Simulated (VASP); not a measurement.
# Al₂Pt: molecular dynamics at constant energy

Al₂Pt, Fm-3m (no. 225), 12 atoms in the cell. PBE, molecular dynamics; PAW potentials Pt, Al (PBE set).

Ensemble: NVE; Starting temperature (K): 1600.

## Input

INCAR:
```
  ALGO = Fast
  ANDERSEN_PROB = 0.0
  EDIFF = 1E-6
  ENCUT = 240
  GGA = PE
  IBRION = 0
  ISIF = 2
  ISMEAR = -1
  ISYM = 0
  KPAR = 2
  LASPH = T
  LCHARG = F
  LREAL = Auto
  LWAVE = F
  MDALGO = 1
  NELM = 60
  NELMIN = 4
  NSW = 60
  POTIM = 2.0
  PREC = Normal
  RANDOM_SEED = 572272 0 0
  SIGMA = 0.069
  TEBEG = 1600
```

KPOINTS:
```
k-points
0
Monkhorst-Pack
  2 2 2
```

POSCAR:
```
Al2Pt
1.0
    5.9100000000      0.0000000000      0.0000000000
    0.0000000000      5.9100000000      0.0000000000
    0.0000000000      0.0000000000      5.9100000000
Pt Al
4 8
Direct
    0.0000000000      0.0000000000      0.0000000000
    0.0000000000      0.5000000000      0.5000000000
    0.5000000000      0.0000000000      0.5000000000
    0.5000000000      0.5000000000      0.0000000000
    0.2500000000      0.2500000000      0.7500000000
    0.2500000000      0.7500000000      0.7500000000
    0.2500000000      0.7500000000      0.2500000000
    0.2500000000      0.2500000000      0.2500000000
    0.7500000000      0.2500000000      0.2500000000
    0.7500000000      0.7500000000      0.2500000000
    0.7500000000      0.7500000000      0.7500000000
    0.7500000000      0.2500000000      0.7500000000
```

Commands:
```
cat potpaw_PBE.64/Pt/POTCAR potpaw_PBE.64/Al/POTCAR > POTCAR
mpirun -np 2 vasp_std > vasp.out
```

## Result

- Rise of the mean potential energy above the start (meV/atom): 103.8
- Mean temperature (K): 725
- Standard error of the mean temperature (K): 140
- Relative fluctuation of the kinetic energy: 0.436
- Canonical value of that fluctuation: 0.246
- Electronic steps per ionic step after the first: 4.2

Course of the run:

| Time (fs) | Temperature (K) | Potential energy less the first (meV/atom) |
|---|---|---|
| 2 | 1600 | 0.0 |
| 12 | 1345 | 30.3 |
| 20 | 913 | 81.6 |
| 30 | 546 | 125.2 |
| 38 | 592 | 119.7 |
| 48 | 814 | 93.2 |
| 56 | 855 | 88.4 |
| 66 | 707 | 105.9 |
| 74 | 584 | 120.5 |
| 84 | 542 | 125.5 |
| 92 | 543 | 125.3 |
| 102 | 479 | 132.9 |
| 110 | 401 | 142.2 |
| 120 | 438 | 137.8 |

The mean temperature lies below the starting 1600 K, since the atoms start on their sites and part of their kinetic energy turns into potential energy.

REPORT:
```
MDALGO =   1
         ANDERSEN_PROB =  0.00000000
               SCALING =       0
                 CNEXP =     9.000   14.000
           RANDOM_SEED =            572272                0                0

   original number of atomic DOF:         33
   number of independent constraints:      0
   number of active DOF:                  33

========================================
         MD step No.       1
========================================

  Atomic velocities initialized by STEP_tb

  >Energies
                    E_tot             E_pot             E_kin               EPS                ES
   e_b>   -0.61447370E+02   -0.63722359E+02    0.22749884E+01    0.00000000E+00    0.00000000E+00

  >Temperature
               T_sim     T_inst
   tmprt>   1600.000   1599.999

  >Thermostat, num. of collisions:                0

           RANDOM_SEED =            572272              144                0

[... steps left out ...]

========================================
         MD step No.      60
========================================

  >Energies
                    E_tot             E_pot             E_kin               EPS                ES
   e_b>   -0.61445374E+02   -0.62068189E+02    0.62281552E+00    0.00000000E+00    0.00000000E+00

  >Temperature
               T_sim     T_inst
   tmprt>   1600.000    438.026

  >Thermostat, num. of collisions:                0

           RANDOM_SEED =            572272             4392                0
```

OSZICAR:
```
N       E                     dE             d eps       ncg     rms          rms(c)
DAV:   1     0.150152056046E+03    0.15015E+03   -0.16939E+04   312   0.748E+02
DAV:   2    -0.572723217805E+02   -0.20742E+03   -0.19503E+03   395   0.169E+02
DAV:   3    -0.656102524792E+02   -0.83379E+01   -0.79450E+01   368   0.329E+01
DAV:   4    -0.657264900013E+02   -0.11624E+00   -0.11614E+00   347   0.447E+00
DAV:   5    -0.657293372215E+02   -0.28472E-02   -0.28464E-02   400   0.625E-01    0.170E+01
RMM:   6    -0.640418011606E+02    0.16875E+01   -0.10084E+01   312   0.136E+01    0.507E+00
RMM:   7    -0.638071313688E+02    0.23467E+00   -0.66344E-01   312   0.314E+00    0.307E+00
RMM:   8    -0.637209395649E+02    0.86192E-01   -0.20420E-01   312   0.171E+00    0.556E-01
RMM:   9    -0.637206749551E+02    0.26461E-03   -0.49362E-02   312   0.794E-01    0.407E-01
RMM:  10    -0.637219994574E+02   -0.13245E-02   -0.11556E-02   320   0.318E-01    0.316E-01
RMM:  11    -0.637224414759E+02   -0.44202E-03   -0.18111E-03   312   0.159E-01    0.135E-01
RMM:  12    -0.637223450055E+02    0.96470E-04   -0.60357E-04   312   0.889E-02    0.210E-02
[... left out ...]
     58 T=   394. E= -.61445372E+02 F= -.62006229E+02 E0= -.61910058E+02  EK= 0.56086E+00 SP= 0.00E+00 SK= 0.00E+00
     59 T=   411. E= -.61445339E+02 F= -.62029736E+02 E0= -.61932813E+02  EK= 0.58440E+00 SP= 0.00E+00 SK= 0.00E+00
[... last step whole ...]
       N       E                     dE             d eps       ncg     rms          rms(c)
DAV:   1    -0.620681868128E+02   -0.38451E-01   -0.25061E-03   306   0.504E-01    0.618E-03
RMM:   2    -0.620681889221E+02   -0.21094E-05   -0.39305E-05   312   0.314E-02    0.356E-03
RMM:   3    -0.620681890278E+02   -0.10567E-06   -0.35189E-06   218   0.970E-03    0.337E-03
RMM:   4    -0.620681890405E+02   -0.12701E-07   -0.69166E-07   172   0.395E-03
     60 T=   438. E= -.61445374E+02 F= -.62068189E+02 E0= -.61970405E+02  EK= 0.62282E+00 SP= 0.00E+00 SK= 0.00E+00
```

Limits: 120 fs of 12 atoms are too short for converged averages.

VASP 6.6.1 took 133 s on 2 cores (AMD EPYC 7R13 (Zen 3)), a shared host.
